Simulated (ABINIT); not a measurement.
Crystal: Ag.

```
CELL_PARAMETERS angstrom
0.00000 2.04275 2.04275
2.04275 0.00000 2.04275
2.04275 2.04275 0.00000
ATOMIC_POSITIONS crystal
Ag 0.00000 0.00000 0.00000
```

Base run:

- Program: ABINIT 10.8.3 (patched build)
- Functional: BLYP
- Potentials or basis: PseudoDojo NC SR PBE v0.4.1 standard
- Cutoff: 1116 eV
- k mesh: 11 × 11 × 11
- Occupations: fermi-dirac, width 0.05 eV
- Spin: no spin polarisation

Its results: band gap on the k mesh none (metal or under the smearing width); pressure 11.8 GPa.

Problem. The run is repeated on the same cell with these changes: functional from BLYP to RPBE. What comes out?

Solution. Band gap on the k mesh none (metal or under the smearing width); pressure 8.3 GPa.

Caveats: the potentials were made for another functional, which shifts forces and pressure.

Not every run made on this cell is shown here.
